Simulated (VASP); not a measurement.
# SnS2 (Berndtite-2T) (P-3m1) in VASP: further runs, part 2 of 2

VASP 6.6.1.

## 4. Relaxation of cell and atoms, PBE+D3(BJ), target pressure 3 GPa, at which the enthalpy is minimised

File INCAR:

```
SYSTEM = SnS2
PREC = Accurate ; ENCUT = 600
EDIFF = 1E-6 ; ISMEAR = 0
SIGMA = 0.03 ; LREAL = .FALSE.
LASPH = .TRUE. ; NELM = 80
ALGO = Normal ; ISIF = 3
LWAVE = .FALSE. ; LCHARG = .FALSE.
GGA = PE ; IVDW = 12
IBRION = 2 ; NSW = 90
EDIFFG = -0.01 ; PSTRESS = 30.0
```

File KPOINTS:

```
Automatic mesh
0
G
  9 9 5
  0 0 0
```

File POSCAR:

```
SnS2
1.0
    3.6390000000      0.0000000000      0.0000000000
   -1.8195000000      3.1514664444      0.0000000000
    0.0000000000      0.0000000000      5.8680000000
Sn S
1 2
Direct
    0.0000000000      0.0000000000      0.0000000000
    0.3333333333      0.6666666667      0.2500000000
    0.6666666667      0.3333333333      0.7500000000
```

Potentials or basis: VASP PAW PBE potentials, release 64 (Sn_d, S).

The run is started by

```
$ cat potpaw_PBE.64/Sn_d/POTCAR potpaw_PBE.64/S/POTCAR > POTCAR
$ mpirun -np 1 vasp_std > vasp.out
```

OUTCAR:

```text
SYSTEM = SnS2
   PREC = Accurate
   ENCUT = 600
   EDIFF = 1E-6
   ISMEAR = 0
   LREAL = .FALSE.
   LASPH = .TRUE.
   NELM = 80
   ISIF = 3
   GGA = PE
   IVDW = 12
   IBRION = 2
   NSW = 90
   EDIFFG = -0.01
   PSTRESS = 30.0
 IVDW          = 12

 ion  position               nearest neighbor table
   1  0.000  0.000  0.000-   2 2.56   3 2.56   3 2.56   2 2.56   3 2.56   2 2.56
   2  0.333  0.667  0.250-   1 2.56   1 2.56   1 2.56
   3  0.667  0.333  0.750-   1 2.56   1 2.56   1 2.56

  LATTYP: Found a hexagonal cell.
 ALAT       =     3.6390000000
 C/A-ratio  =     1.6125309151

  Lattice vectors:

 A1 = (   3.6390000000,   0.0000000000,   0.0000000000)
 A2 = (  -1.8195000000,   3.1514664444,   0.0000000000)
 A3 = (   0.0000000000,   0.0000000000,   5.8680000000)

Analysis of symmetry for initial positions (statically):
[... 779 lines left out ...]
      6      -7.5626      2.00000
[... 9 lines left out ...]
     16      11.5272      0.00000
     17      12.5801      0.00000

 [... further k-points ...]

[... ionic steps 4 to 21 ...]

--------------------------------------- Ionic step       22  -------------------------------------------

 number of electron      25.9999998 magnetization

------------------------ aborting loop because EDIFF is reached ----------------------------------------
[... 81 lines left out ...]
--------------------------------------- Ionic step       24  -------------------------------------------

 number of electron      25.9999999 magnetization

 Free energy of the ion-electron system (eV)
  ---------------------------------------------------
  ext. energy  EPLUGINS =         0.00000000
  ---------------------------------------------------
  free energy    TOTEN  =       -13.02527968 eV

  energy without entropy =      -13.02527968  energy(sigma->0) =      -13.02527968

 E-fermi :   6.2141     XC(G=0): -10.1009

 val. band max:        6.0748835816   @ k =   0.1111   0.0000   0.0000
 cond. band min:       7.1360322667   @ k =   0.0000   0.4444   0.4000
 fundamental gap:      1.0611486851
 Fermi energy:         6.2140634426

 k-point     1 :       0.0000    0.0000    0.0000
  band No.  band energies     occupation
      1     -15.2640      2.00000
      2     -15.2640      2.00000
      3     -15.2202      2.00000
      4     -15.1906      2.00000
      5     -15.1906      2.00000
      6      -8.3453      2.00000
[... 509 lines left out ...]
  energy  without entropy=      -14.0974038163  energy(sigma->0) =      -14.09740382

  enthalpy is  TOTEN    =       -12.9247429986 eV   P V=        1.1726608177

 reached required accuracy - stopping structural energy minimisation
```

CONTCAR:

```text
SnS2
   1.00000000000000
     3.6309666934780012   -0.0000000000000000   -0.0000000000000000
    -1.8154833467390006    3.1445093969027478   -0.0000000000000000
    -0.0000000000000000    0.0000000000000001    5.4851256407235915
  Sn              S
     1     2
Direct
     0.0000000000000000    1.0000000000000000    1.0000000000000000
     0.3333333332999970    0.6666666667000030    0.2690730134501365
     0.6666666667000030    0.3333333332999970    0.7309269865498633

  0.00000000E+00  0.00000000E+00  0.00000000E+00
  0.00000000E+00  0.00000000E+00  0.00000000E+00
  0.00000000E+00  0.00000000E+00  0.00000000E+00
```

Run time: 16 min. Hardware: 1 thread of AMD EPYC 7R43 (Zen 3), shared host; peak memory 0.21 GiB.

Results:

* Free energy: -14.0974 eV
* Relaxed volume: 20.88 Å³/atom
* Relaxed cell: a = 3.631 Å, b = 3.631 Å, c = 5.485 Å, α = 90.00°, β = 90.00°, γ = 120.00°
* Space group after relaxing (to 0.05 Å): P-3m1 (No. 164)
* Energy change on relaxing (the enthalpy is what falls): +10.6 meV/atom
* Ionic steps: 24
* Pressure after relaxing: 3.0 GPa
* Largest force after relaxing: 0.003 eV/Å
* Band gap on the k mesh: 1.06 eV, indirect (least direct gap 1.58 eV)
* Dispersion energy per atom: -0.357 eV

Forces in eV/Å, atoms in the order of the input:
```
Sn   0.000  0.000  0.000
S    0.000  0.000 -0.003
S    0.000  0.000  0.003
```

The path:
```tsv
step	energy change (eV)	largest force (eV/Å)	pressure (GPa)	volume (Å³)
1	0.0000	0.2533	1.72	67.30
2	0.0197	0.3882	3.46	65.56
3	0.0304	0.4380	4.15	64.95
4	0.0288	0.3663	4.09	64.62
5	0.0309	0.1529	3.79	63.65
6	0.0692	0.2750	3.60	61.73
7	0.0419	0.0260	3.71	62.81
8	0.0277	0.0611	2.93	63.19
9	0.0161	0.1035	1.97	63.68
10	0.0238	0.0591	2.79	63.10
11	0.0229	0.0460	2.72	63.15
12	0.0266	0.0473	2.99	62.93
13	0.0281	0.0482	3.09	62.85
14	0.0277	0.0144	2.94	62.86
15	0.0276	0.0071	2.92	62.86
16	0.0289	0.0049	2.99	62.79
17	0.0314	0.0016	3.10	62.66
18	0.0313	0.0038	3.02	62.66
19	0.0313	0.0105	2.96	62.66
20	0.0313	0.0115	2.95	62.66
21	0.0313	0.0143	2.93	62.66
22	0.0313	0.0128	2.95	62.66
23	0.0313	0.0117	2.95	62.66
24	0.0318	0.0032	3.03	62.63
```

Final structure:
```
Sn S
1.0
     3.63097    0.00000    0.00000
    -1.81548    3.14451    0.00000
     0.00000    0.00000    5.48513
Sn S
1 2
Cartesian
  -1.8155 3.1445 5.4851
  0.0000 2.0963 1.4759
  1.8155 1.0482 4.0092
```

Caveat: the cell is relaxed towards a set pressure, so the enthalpy falls and the energy may rise; spin-orbit coupling is left out, which moves the levels of the heavy elements; an odd mesh through Γ misses points on the zone boundary, where band edges often lie.

## 5. Relaxation of cell and atoms, PBE+D3(BJ), target pressure 3 GPa, at which the enthalpy is minimised

This run uses another cell than the first one, of 20.88 Å³/atom, 0.931 times its volume.

File INCAR:

```
SYSTEM = SnS2
PREC = Accurate ; ENCUT = 600
EDIFF = 1E-7 ; ISMEAR = 0
SIGMA = 0.03 ; LREAL = .FALSE.
LASPH = .TRUE. ; NELM = 80
ALGO = Normal ; ISIF = 3
LWAVE = .FALSE. ; LCHARG = .FALSE.
GGA = PE ; IVDW = 12
IBRION = 2 ; NSW = 90
EDIFFG = -0.005 ; PSTRESS = 30.0
```

KPOINTS is that of step 4.

File POSCAR:

```
SnS2                                    
1.0
    3.6309666935     -0.0000000000     -0.0000000000
   -1.8154833467      3.1445093969     -0.0000000000
   -0.0000000000      0.0000000000      5.4851256407
  Sn              S             
     1     2
Direct
     0.0000000000000000    1.0000000000000000    1.0000000000000000
     0.3333333332999970    0.6666666667000030    0.2690730134501365
     0.6666666667000030    0.3333333332999970    0.7309269865498633
```

Potentials or basis: VASP PAW PBE potentials, release 64 (Sn_d, S).

The run is started by

```
$ cat potpaw_PBE.64/Sn_d/POTCAR potpaw_PBE.64/S/POTCAR > POTCAR
$ mpirun -np 1 vasp_std > vasp.out
```

OUTCAR:

```text
SYSTEM = SnS2
   PREC = Accurate
   ENCUT = 600
   EDIFF = 1E-7
   ISMEAR = 0
   LREAL = .FALSE.
   LASPH = .TRUE.
   NELM = 80
   ISIF = 3
   GGA = PE
   IVDW = 12
   IBRION = 2
   NSW = 90
   EDIFFG = -0.005
   PSTRESS = 30.0
 IVDW          = 12

 ion  position               nearest neighbor table
   1  0.000  0.000  0.000-   2 2.56   3 2.56   3 2.56   2 2.56   3 2.56   2 2.56
   2  0.333  0.667  0.269-   1 2.56   1 2.56   1 2.56
   3  0.667  0.333  0.731-   1 2.56   1 2.56   1 2.56

  LATTYP: Found a hexagonal cell.
 ALAT       =     3.6309666935
 C/A-ratio  =     1.5106515988

  Lattice vectors:

 A1 = (   3.6309666935,   0.0000000000,   0.0000000000)
 A2 = (  -1.8154833467,   3.1445093969,   0.0000000000)
 A3 = (   0.0000000000,   0.0000000000,   5.4851256407)

Analysis of symmetry for initial positions (statically):
=====================================================================
 Subroutine PRICEL returns:
 Original cell was already a primitive cell.

 Routine SETGRP: Setting up the symmetry group for a
 hexagonal supercell.

 Subroutine GETGRP returns: Found 12 space group operations
 (whereof 12 operations were pure point group operations)
 out of a pool of 24 trial point group operations.

[... 173 lines left out ...]

 k-point     1 :       0.0000    0.0000    0.0000
  band No.  band energies     occupation
      1     -15.2648      2.00000
      2     -15.2648      2.00000
      3     -15.2208      2.00000
      4     -15.1913      2.00000
      5     -15.1913      2.00000
      6      -8.3453      2.00000
[... 457 lines left out ...]
      4     -15.1924      2.00000
      5     -15.1713      2.00000
      6      -7.3049      2.00000
[... 9 lines left out ...]
     16      11.7135      0.00000
     17      12.8452      0.00000

 [... further k-points ...]

------------------------ aborting loop because EDIFF is reached ----------------------------------------

 Edisp (eV)   -1.07212

 E8    (eV) :    -0.4389

  FORCE on cell =-STRESS in cart. coord.  units (eV):
  Direction    XX          YY          ZZ          XY          YZ          ZX
  --------------------------------------------------------------------------------------
  -------------------------------------------------------------------------------------
  Total       1.18089     1.18089     1.15845     0.00000     0.00000     0.00000
  in kB      30.21061    30.21061    29.63639     0.00000     0.00000     0.00000
  external pressure =        0.02 kB  Pullay stress =       30.00 kB

 VOLUME and BASIS-vectors are now :
 -----------------------------------------------------------------------------
  energy-cutoff  :      600.00
  volume of cell :       62.63
      direct lattice vectors                 reciprocal lattice vectors
     3.630966694  0.000000000  0.000000000     0.275408750  0.159007316  0.000000000
    -1.815483347  3.144509397  0.000000000     0.000000000  0.318014632  0.000000000
     0.000000000  0.000000000  5.485125641     0.000000000  0.000000000  0.182311230

 POSITION                                       TOTAL-FORCE (eV/Angst)
 -----------------------------------------------------------------------------------
      0.00000      0.00000      0.00000         0.000000      0.000000      0.000000
     -0.00000      2.09634      1.47590         0.000000     -0.000000     -0.002885
      1.81548      1.04817      4.00923        -0.000000      0.000000      0.002885
 -----------------------------------------------------------------------------------
    total drift:                               -0.000000      0.000000      0.000000

  FREE ENERGIE OF THE ION-ELECTRON SYSTEM (eV)
  ---------------------------------------------------
  free  energy   TOTEN  =       -14.0971726861 eV

  energy  without entropy=      -14.0971726861  energy(sigma->0) =      -14.09717269

  enthalpy is  TOTEN    =       -12.9245118684 eV   P V=        1.1726608177

 reached required accuracy - stopping structural energy minimisation
```

OSZICAR:

```text
N       E                     dE             d eps       ncg     rms          rms(c)
DAV:   1     0.217293195320E+03    0.21729E+03   -0.13941E+04  1720   0.208E+03
DAV:   2     0.100603932083E+02   -0.20723E+03   -0.20252E+03  1869   0.455E+02
DAV:   3    -0.127393702793E+02   -0.22800E+02   -0.21955E+02  2125   0.131E+02
DAV:   4    -0.134972870383E+02   -0.75792E+00   -0.75709E+00  2197   0.242E+01
DAV:   5    -0.135140204714E+02   -0.16733E-01   -0.16730E-01  2661   0.373E+00    0.931E+00
DAV:   6    -0.130501619334E+02    0.46386E+00   -0.11558E+00  2518   0.124E+01    0.667E+00
DAV:   7    -0.130252374317E+02    0.24925E-01   -0.30630E-01  2272   0.390E+00    0.207E+00
DAV:   8    -0.130246226997E+02    0.61473E-03   -0.28194E-02  2221   0.184E+00    0.683E-01
DAV:   9    -0.130250055197E+02   -0.38282E-03   -0.25401E-03  2182   0.409E-01    0.150E-01
DAV:  10    -0.130249954996E+02    0.10020E-04   -0.32669E-04  2428   0.160E-01    0.770E-02
DAV:  11    -0.130250438736E+02   -0.48374E-04   -0.68061E-05  2041   0.559E-02    0.143E-02
DAV:  12    -0.130250471494E+02   -0.32758E-05   -0.39575E-06  2379   0.157E-02    0.166E-02
DAV:  13    -0.130250485535E+02   -0.14041E-05   -0.29499E-06  1936   0.141E-02    0.282E-03
DAV:  14    -0.130250485509E+02    0.25939E-08   -0.78499E-08  1894   0.219E-03
   1 F= -.12924512E+02 E0= -.12924512E+02  d E =-.129245E+02
```

It took 76 s on 1 thread of AMD EPYC 7R43 (Zen 3), shared host; peak memory 0.2 GiB.

What came out:

* Free energy: -14.0972 eV
* Pressure after relaxing: 3.0 GPa
* Band gap on the k mesh: 1.06 eV, indirect (least direct gap 1.58 eV)
* Dispersion energy per atom: -0.357 eV

Forces in eV/Å, atoms in the order of the input:
```
Sn   0.000  0.000  0.000
S    0.000  0.000 -0.003
S    0.000  0.000  0.003
```

Final structure:
```cif
data_structure
_symmetry_space_group_name_H-M 'P 1'
_symmetry_Int_Tables_number 1
_cell_length_a 3.6310
_cell_length_b 3.6310
_cell_length_c 5.4851
_cell_angle_alpha 90.000
_cell_angle_beta 90.000
_cell_angle_gamma 120.000
_cell_volume 62.63
loop_
_atom_site_label
_atom_site_type_symbol
_atom_site_fract_x
_atom_site_fract_y
_atom_site_fract_z
_atom_site_occupancy
Sn1 Sn 0.00000 0.00000 0.00000 1
S1 S 0.33333 0.66667 0.26907 1
S2 S 0.66667 0.33333 0.73093 1
```

Levels at points of the mesh, in eV from the valence-band top:
```csv
k point,band 11,band 12,band 13,band 14,band 15,band 16
"(0.00, 0.00, 0.00)",-0.89,-0.89,0.00,1.58,3.24,5.18
```

Caveat: the relaxation stopped at its first step, so nothing moved; the cell is relaxed towards a set pressure, so the enthalpy falls and the energy may rise; spin-orbit coupling is left out, which moves the levels of the heavy elements; an odd mesh through Γ misses points on the zone boundary, where band edges often lie.
